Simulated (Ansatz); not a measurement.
## Au under pressure: fit and missing row

Au, Im-3m, a = 3.242 Å. This isn't the element's structure at ambient conditions. Ansatz: PBEsol, PAW, 420 eV, Γ-centred 18×18×18 mesh on 1 atom, Gaussian smearing 0.10 eV; no spin polarisation. Cell and atoms are relaxed at each pressure, and no other structure is tried, so the rows at high pressure may lie past a change of phase.

```
V (Å³/atom) P (GPa)
          ?    90.00
     14.308    49.99
     15.332    24.96
     16.079    11.99
     16.678     4.00
     16.946     0.99
     17.040     0.00
     17.140    -1.01
```

Question: Take V0 = 17.040 Å³/atom, fit the third-order Birch–Murnaghan form to the other rows, and predict the missing volume.

Answer: With the Eulerian strain f = ½[(V0/V)^(2/3) − 1] and y = P/[3f(1 + 2f)^(5/2)], the form is the line y = B0 + 1.5 B0 (B0′ − 4) f. Rows (f, y): 0.06178, 201.6; 0.03648, 191.3; 0.01973, 183.9; 0.00721, 178.4; 0.00185, 176.7; -0.00195, 174.3. Means f = 0.02085, y = 184.37; Σ(Δf)² = 0.002988, ΣΔfΔy = 1.271; the slope is their ratio. y = 175.5 + 425.4 f GPa, so B0 = 175.5 GPa and B0′ = 4 + 2 × (425.4)/(3 × 175.5) = 5.62. P = 90.00 GPa is met at f = 0.09176 (y = 214.53), so V = V0 (1 + 2f)^(−3/2) = 13.234 Å³/atom. The run gave 13.226 Å³/atom, so the fit is 0.008 Å³/atom too high, a small miss on the scale of the series. The form still works here, 78 % of the fitted range beyond its end.

The mesh isn't the same in all rows (18×18×18, 20×20×20). Spin–orbit coupling is left out, which can shift energies with elements as heavy as these.